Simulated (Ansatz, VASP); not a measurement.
# One calculation of Co, two programs

The input INCAR:

```
  PREC = Accurate
  ENCUT = 520
  EDIFF = 1E-7
  ISMEAR = -1
  SIGMA = 0.1
  LREAL = F
  LASPH = T
  NELM = 60
  ALGO = Normal
  ISIF = 2
  LWAVE = F
  LCHARG = F
  GGA = RE
  NBANDS = 10
```

The input KPOINTS:

```
Automatic mesh
0
Gamma
  15 15 15
```

Contents of POSCAR:

```
Co
1.0
    2.2998754767      0.0000000000      0.0000000000
    0.0000000000      2.2998754767      0.0000000000
    0.0000000000      0.0000000000      2.2998754767
Co
1
Direct
    0.0000000000      0.0000000000      0.0000000000
```

Input for Ansatz:

```yaml
crystal:
  lattice:
    - [2.2998754767, 0.0, 0.0]
    - [0.0, 2.2998754767, 0.0]
    - [0.0, 0.0, 2.2998754767]
  atoms:
    - { symbol: Co, position: [0.0, 0.0, 0.0] }
hamiltonian:
  xc: revpbe
  pseudopotentials:
    kind: paw
    azcp:
      Co: "pseudopotentials/Co.paw.azcp"
basis:
  ecutwfc: 420
  fft_grid_basis: typed
kpoints:
  mp_grid: { grid: [15, 15, 15], shift: [0, 0, 0] }
magnetization:
  spin_polarized: false
scf:
  occupations: { method: fermi_dirac, width: 0.1 }
  lower_state_search: "off"
output:
  stress: true
  write_density: true
  write_potential: true
  elf: true
  volumetric_format: npy
```

Alike in both runs: task single point; functional revPBE; k mesh 15 × 15 × 15; occupations fermi-dirac, width 0.1 eV; no spin polarisation.

|  | VASP | Ansatz |
| --- | --- | --- |
| version | VASP 6.6.1 | Ansatz 0.2.0 |
| potentials or method | VASP PAW PBE potentials, release 64 (Co) | plane waves (420 eV) with PAW, scalar-relativistic |
| plane-wave cutoff (eV) | 520 | 420 |
| valence electrons in the cell | 9 | 17 |

|  | VASP | Ansatz | Ansatz less VASP |
| --- | --- | --- | --- |
| pressure (GPa) | -0.6 | 0.1 | +0.64 |

The two sets of potentials don't hold the same shells in valence.

Caveats: the PAW data sets were made with another functional, which shifts forces and pressure a little (VASP); the run has no spin polarisation, though such a crystal can be magnetic. Spin polarisation is off, so any magnetic state and its effect on volume and gap are missing.
